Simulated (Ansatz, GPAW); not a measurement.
Given: the input of a run of GPAW 26.7.0 (ASE script) on TaN. The cell comes from a database or a generator and needn't be the stable form of this composition.

File run.py:

```python
from ase import Atoms
from ase.dft.bandgap import bandgap
from ase.io import write
from ase.units import GPa
from gpaw import GPAW, PW

atoms = Atoms(['Ta', 'N'],
              cell=[[0.0, 2.211323, 2.211323],
                    [2.211323, 0.0, 2.211323],
                    [2.211323, 2.211323, 0.0]],
              scaled_positions=[[0.5, 0.5, 0.5],
                                [0.0, 0.0, 0.0]],
              pbc=True)

calc = GPAW(mode=PW(800),
            xc='PBE',
            kpts={'size': (10, 10, 10), 'gamma': True},
            occupations={'name': 'methfessel-paxton', 'order': 0, 'width': 0.026000000000000002},
            nbands=19,
            convergence={'density': 1e-05, 'energy': 1e-05},
            maxiter=150,
            txt='gpaw.txt')
atoms.calc = calc
energy = atoms.get_potential_energy()
forces = atoms.get_forces()
stress = atoms.get_stress()
calc.write('gs.gpw')
write('result.traj', atoms)
print(f'Energy: {energy:.6f} eV')
print('Forces (eV/A):')
print(forces.round(4))
print('Stress (GPa):', (stress / GPa).round(3))
print('Fermi level:', round(calc.get_fermi_level(), 4), 'eV')
print(f'Gap: {bandgap(calc)[0]:.4f} eV, direct: {bandgap(calc, direct=True)[0]:.4f} eV')
```

Potentials or basis: GPAW PAW data sets (gpaw-data 1.2.1), pw.

Run with:

```console
$ OMP_NUM_THREADS=1 python run.py
```

Q: Translate it to Ansatz 0.2.0. Potentials or basis there: all-electron LAPW, scalar-relativistic.

A: As run (cutoffs and basis follow the program's own potentials, and thresholds, step limits or extra output files can differ):

Contents of input.yaml:

```yaml
crystal:
  lattice:
    - [0.0, 2.211323, 2.211323]
    - [2.211323, 0.0, 2.211323]
    - [2.211323, 2.211323, 0.0]
  atoms:
    - { symbol: Ta, position: [0.5, 0.5, 0.5] }
    - { symbol: "N", position: [0.0, 0.0, 0.0] }
kpoints:
  mp_grid: { grid: [10, 10, 10] }
scf:
  occupations: { method: gaussian, width: 0.026 }
hamiltonian:
  xc: pbe
  pseudopotentials: { kind: all_electron, lapw: { basis_error: 0.001 } }
output:
  forces: true
  stress: true
  eigenvalues: true
```

Potentials or basis: all-electron LAPW, scalar-relativistic.

Run with:

```sh
$ ansatz run input.yaml --threads 1 --pin off --max-ram 3072MiB --backend cpu --events-out ev --progress --plain --runs-dir out
```

Both were run:

|  | GPAW | Ansatz |
| --- | --- | --- |
| Pressure | -1.6 GPa | -1.2 GPa |

Where Ansatz's input types no cutoff or centring, it takes its own default and a Γ-centred mesh.

Pressure is positive in compression.
